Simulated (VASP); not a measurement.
# Ba in VASP: a series of runs, part 2 of 2

VASP 6.6.1.

## Step 3: Work function, PBE

The input, INCAR:

```
ALGO     = Normal         # electronic algorithm
DIPOL    = 0.5 0.5 0.500
EDIFF    = 1E-6           # SCF threshold, eV
EFIELD   = 0.1          
ENCUT    = 520            # plane-wave cutoff, eV
GGA      = PE             # functional
IDIPOL   = 3            
ISIF     = 2              # what is computed and relaxed
ISMEAR   = -1             # smearing method
LASPH    = True           # aspherical terms in the spheres
LCHARG   = False          # write CHGCAR
LDIPOL   = True         
LREAL    = False          # projectors in reciprocal space
LVACPOTAV= True         
LVHAR    = True         
LWAVE    = False          # write WAVECAR
NELM     = 80             # most SCF steps
PREC     = Accurate       # precision mode
SIGMA    = 0.05           # smearing width, eV
```

The input, KPOINTS:

```
k-points
0
Gamma
  8 8 1
```

The input, POSCAR:

```
Ba
1.0
    3.9100000000      0.0000000000      0.0000000000
   -1.9550000000      3.6500000000      0.0000000000
    0.0000000000      0.0000000000     20.7000000000
Ba
2
Direct
    0.0000000000      0.0000000000      0.3623188406
    0.0000000000      0.0000000000      0.6376811594
```

Potentials or basis: VASP PAW PBE potentials, release 64 (Ba_sv).

Run with:

```
$ cat potpaw_PBE.64/Ba_sv/POTCAR > POTCAR
$ mpirun -np 1 vasp_std > vasp.out
```

OUTCAR:

```text
EDIFF = 1E-6
   ENCUT = 520
   GGA = PE
   ISIF = 2
   ISMEAR = -1
   LASPH = True
   LREAL = False
   NELM = 80
   PREC = Accurate

 ion  position               nearest neighbor table
   1  0.000  0.000  0.362-
   2  0.000  0.000  0.638-

  LATTYP: Found a base centered orthorhombic cell.
 ALAT       =     3.9100000000
 B/A-ratio  =     1.8670076726
 C/A-ratio  =     5.2941176471

  Lattice vectors:

 A1 = (   1.9550000000,  -3.6500000000,   0.0000000000)
 A2 = (   1.9550000000,   3.6500000000,   0.0000000000)
 A3 = (   0.0000000000,   0.0000000000,  20.7000000000)

Analysis of symmetry for initial positions (statically):
=====================================================================
 Subroutine PRICEL returns:
 Original cell was already a primitive cell.

 Routine SETGRP: Setting up the symmetry group for a
 base centered orthorhombic supercell.

 Subroutine GETGRP returns: Found  8 space group operations
 (whereof  8 operations were pure point group operations)
 out of a pool of  8 trial point group operations.

The static configuration has the point symmetry D_2h.

Analysis of symmetry for dynamics (positions and initial velocities):
=====================================================================
 An external electric field (EFIELD) may reduce the allowed symmetry operations
 Subroutine PRICEL returns:
 Original cell was already a primitive cell.

 Routine SETGRP: Setting up the symmetry group for a
 base centered orthorhombic supercell.

 Subroutine GETGRP returns: Found  4 space group operations
 (whereof  4 operations were pure point group operations)
 out of a pool of  8 trial point group operations.

The dynamic configuration has the point symmetry C_2v.

 Subroutine INISYM returns: Found  4 space group operations
 (whereof  4 operations are pure point group operations),
 and found     1 'primitive' translations

----------------------------------------------------------------------------------------

                                     Primitive cell

  volume of cell :     295.4201

  direct lattice vectors                    reciprocal lattice vectors
     3.910000000  0.000000000  0.000000000     0.255754476  0.136986301  0.000000000
    -1.955000000  3.650000000  0.000000000     0.000000000  0.273972603  0.000000000
     0.000000000  0.000000000 20.700000000     0.000000000  0.000000000  0.048309179

  length of vectors
     3.910000000  4.140594764 20.700000000     0.290130313  0.273972603  0.048309179

  position of ions in fractional coordinates (direct lattice)
     0.000000000  0.000000000  0.362318841
     0.000000000  0.000000000  0.637681159

  ion indices of the primitive-cell ions
   primitive index   ion index
                 1           1
                 2           2

----------------------------------------------------------------------------------------

 KPOINTS: k-points

Automatic generation of k-mesh.
 Grid dimensions read from file:
 generate k-points for:    8    8    1

 Generating k-lattice:
[... 38 lines left out ...]
  0.250000  0.375000  0.000000      2.000000
  0.000000  0.500000  0.000000      1.000000
   k-points           NKPTS =     21   k-points in BZ     NKDIM =     21   number of bands    NBANDS=     14
   number of dos      NEDOS =    301   number of ions     NIONS =      2
   total plane-waves  NPLWV = 153600
   dimension x,y,z NGX =    30 NGY =   32 NGZ =  160
   dimension x,y,z NGXF=    60 NGYF=   64 NGZF=  320
   ions per type =               2
   NGX,Y,Z   is equivalent  to a cutoff of  12.76, 12.85, 12.85 a.u.
   NGXF,Y,Z  is equivalent  to a cutoff of  25.51, 25.70, 25.70 a.u.
 SYSTEM =  unknown system
   PREC   = accura    normal or accurate (medium, high low for compatibility)
   ISTART =      0    job   : 0-new  1-cont  2-samecut
   ICHARG =      2    charge: 1-file 2-atom 10-const
   ISPIN  =      1    spin polarized calculation?
   LNONCOLLINEAR =      F non collinear calculations
   LSORBIT =      F    spin-orbit coupling
   LASPH  =      T    aspherical Exc in radial PAW
   ENCUT  =  520.0 eV  38.22 Ry    6.18 a.u.   7.27  7.70 38.49*2*pi/ulx,y,z
   NELM   =     80;   NELMIN=  2; NELMDL= -5     # of ELM steps
   EDIFF  = 0.1E-05   stopping-criterion for ELM
   LREAL  =      F    real-space projection
   EDIFFG = 0.1E-04   stopping-criterion for IOM
   NSW    =      0    number of steps for IOM
   IBRION =     -1    ionic relax: 0-MD 1-quasi-New 2-CG
   NFREE  =      0    steps in history (QN), initial steepest desc. (CG)
   ISIF   =      2    stress and relaxation
   ISYM   =      2    0-nonsym 1-usesym 2-fastsym
   POTIM  = 0.5000    time-step for ionic-motion
   TEBEG  =    0.0;   TEEND  =   0.0 temperature during run
   PSTRESS=    0.0 pullay stress
   NELECT =      20.0000    total number of electrons
   NUPDOWN=      -1.0000    fix difference up-down
   EMIN   =  10.00;   EMAX   =-10.00  energy-range for DOS
   EFERMI =   0.00;   METHOD = LEGACY
   ISMEAR =    -1;   SIGMA  =   0.05  broadening in eV -4-tet -1-fermi 0-gaus
   EFERMI_NEDOS =   21; number of points for ismear=-14 and -15
   IALGO  =     38    algorithm
   IMIX   =      4    mixing-type and parameters
     AMIX     =   0.40;   BMIX     =  1.00
     AMIX_MAG =   1.60;   BMIX_MAG =  1.00
  volume/ion in A,a.u.               =     147.71       996.80
  Fermi-wavevector in a.u.,A,eV,Ry     =   0.667224  1.260870  6.057144  0.445188
  Thomas-Fermi vector in A             =   1.741765
   LORBIT       =      0    0 simple, 1 ext, 2 COOP (PROOUT), +10 PAW based schemes
   GGA     = PE    functional components
   LHFCALC =     F    Hartree Fock is set to
   AEXX    =    0.0000 exact exchange contribution
   IVDW    =     0    specifies the selected vdW correction
   LEPSILON=     F    determine dielectric tensor
   LRPA    =     F    only Hartree local field effects (RPA)
 non-spin polarized calculation
  energy-cutoff  :      520.00
  volume of cell :      295.42
 maximum number of plane-waves:      7991
 NGX is ok and might be reduce to    30
   NGX = 15   NGY = 15   NGZ = 77

 number of electron      20.0000000 magnetization

 dipolmoment           0.000000      0.000000      0.091787 electrons x Angstroem

 Free energy of the ion-electron system (eV)
  ---------------------------------------------------
  ext. energy  EPLUGINS =         0.00000000
  ---------------------------------------------------
  free energy    TOTEN  =        -2.43512665 eV

  energy without entropy =       -2.38461964  energy(sigma->0) =       -2.40987314

 E-fermi :  -0.6156     XC(G=0):  -3.9634

 val. band max:       -0.6305921519   @ k =   0.1250   0.3750   0.0000
 cond. band min:      -0.6133219075   @ k =   0.5000   0.1250   0.0000
 fundamental gap:      0.0172702443
 Fermi energy:        -0.6155666170

 k-point     1 :       0.0000    0.0000    0.0000
  band No.  band energies     occupation
      1     -29.7624      2.00000
      2     -29.7596      2.00000
      3     -15.0803      2.00000
      4     -15.0680      2.00000
      5     -14.5293      2.00000
      6     -14.5280      2.00000
      7     -14.4370      2.00000
      8     -14.4362      2.00000
      9      -2.8795      2.00000
     10      -2.5948      2.00000
     11      -0.7422      1.85268
     12      -0.3367      0.00754
     13      -0.2385      0.00106
     14       0.8662      0.00000
[... 326 lines left out ...]
      1     -29.6943      2.00000
      2     -29.6915      2.00000
      3     -15.2436      2.00000
      4     -15.2418      2.00000
      5     -14.9723      2.00000
      6     -14.9618      2.00000
      7     -14.5701      2.00000
      8     -14.5691      2.00000
      9      -1.3291      2.00000
     10      -1.2484      1.99999
     11      -0.7733      1.91811
     12      -0.4121      0.03361
     13       0.7144      0.00000
     14       0.9389      0.00000

------------------------ aborting loop because EDIFF is reached ----------------------------------------

  FORCE on cell =-STRESS in cart. coord.  units (eV):
  Direction    XX          YY          ZZ          XY          YZ          ZX
  --------------------------------------------------------------------------------------
  -------------------------------------------------------------------------------------
  Total        2.8805272      1.1365450     -1.1017784      0.0000000      0.0000000      0.0000000
  in kB       15.6222143      6.1639234     -5.9753707      0.0000000      0.0000000      0.0000000
  external PRESSURE =       5.2702557 kB  Pullay stress =       0.0000000 kB

 VOLUME and BASIS-vectors are now :
 -----------------------------------------------------------------------------
  energy-cutoff  :      520.00
  volume of cell :      295.42
      direct lattice vectors                 reciprocal lattice vectors
     3.910000000  0.000000000  0.000000000     0.255754476  0.136986301  0.000000000
    -1.955000000  3.650000000  0.000000000     0.000000000  0.273972603  0.000000000
     0.000000000  0.000000000 20.700000000     0.000000000  0.000000000  0.048309179

 POSITION                                       TOTAL-FORCE (eV/Angst)
 -----------------------------------------------------------------------------------
      0.00000      0.00000      7.50000         0.000000      0.000000      0.191881
      0.00000      0.00000     13.20000         0.000000      0.000000     -0.191881
 -----------------------------------------------------------------------------------
    total drift:                                0.000000      0.000000      0.000145

  FREE ENERGIE OF THE ION-ELECTRON SYSTEM (eV)
  ---------------------------------------------------
  free  energy   TOTEN  =        -2.4351266475 eV

  energy  without entropy=       -2.3846196425  energy(sigma->0) =       -2.40987314
```

Run time: 2 min. Hardware: 1 thread of Intel Xeon Platinum 8488C (Sapphire Rapids), shared host; peak memory 0.42 GiB.

Results:

```yaml
Free_energy: -2.4351 eV
Largest_force: 0.192 eV/Å
Band_gap_on_the_k_mesh: none (metal or under the smearing width)
```

Forces on the atoms (eV/Å):
```
Ba   0.000  0.000  0.192
Ba   0.000  0.000 -0.192
```
